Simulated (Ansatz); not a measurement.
Strain and field gradients in SrTiO3

Cell: a structure deposited in the COD whose atoms were relaxed with PBE, the cell held.

```
CELL_PARAMETERS angstrom
-2.75550 2.75550 3.89800
2.75550 -2.75550 3.89800
2.75550 2.75550 -3.89800
ATOMIC_POSITIONS crystal
Sr 0.75000 0.25000 0.50000
Sr 0.25000 0.75000 0.50000
Ti 0.00000 0.00000 0.00000
Ti 0.50000 0.50000 0.00000
O 0.25000 0.25000 0.00000
O 0.75000 0.75000 0.00000
O 0.72832 0.22832 0.95665
O 0.22832 0.27168 0.50000
O 0.27168 0.77168 0.04335
O 0.77168 0.72832 0.50000
```

Sites (sets of like atoms) are named by element and the number of their first atom in this list.

The numbers come from a DFT calculation in Ansatz (PBE, plane waves and PAW, scalar-relativistic, 420 eV cutoff, Γ-centred 8×8×8 k-points, Fermi–Dirac smearing 0.02 eV).

The cell is stretched along z (the third Cartesian axis of the run's cell), x and y held, and the ions relax again each time.

```
strain along z (%)  Sr: V along z (10²¹ V/m²)  Ti: V along z (10²¹ V/m²)  O5: V along z (10²¹ V/m²)  O7: V along z (10²¹ V/m²)
                -3                      -1.32                      -3.52                       0.01                      -1.26
                -2                      -1.76                      -2.47                       0.41                      -1.12
                -1                      -1.60                      -1.36                       0.82                      -0.93
                 0                      -1.43                      -0.31                       1.21                      -0.74
                +1                      -1.25                       0.70                       1.59                      -0.56
                +2                      -2.01                       1.41                       1.92                      -0.46
                +3                          ?                          ?                          ?                          ?
```

(1) Estimate the row at +3 % from the others.

Answers

(1) Sr: -1.72; Ti: 2.33; O5: 2.27; O7: -0.27. Worked for Sr: a straight line through the other 6 rows has a slope of -0.050 × 10²¹ V/m² per per cent of strain and gives -1.74 at +3 %, against -1.72 from the run; the rows don't lie on one smooth curve, and relaxations that stop at forces of about 0.02 eV/Å can cause such scatter. Worked for Ti: a straight line through the other 6 rows has a slope of 1.005 × 10²¹ V/m² per per cent of strain and gives 2.59 at +3 %, against 2.33 from the run; over all rows the step per per cent runs from 1.04 at the compressed end to 0.92 at the stretched end. For ⁴⁷Ti that is 7.3 MHz of C_Q per per cent.

At this cell the PBE pressure is 5 GPa, so with PBE the cell would grow if it were relaxed. Without spin–orbit coupling (the program notes it for Sr) the gradients are little affected as a rule: paired runs on crystals with a gap mostly move them by under 2 % at such atoms.
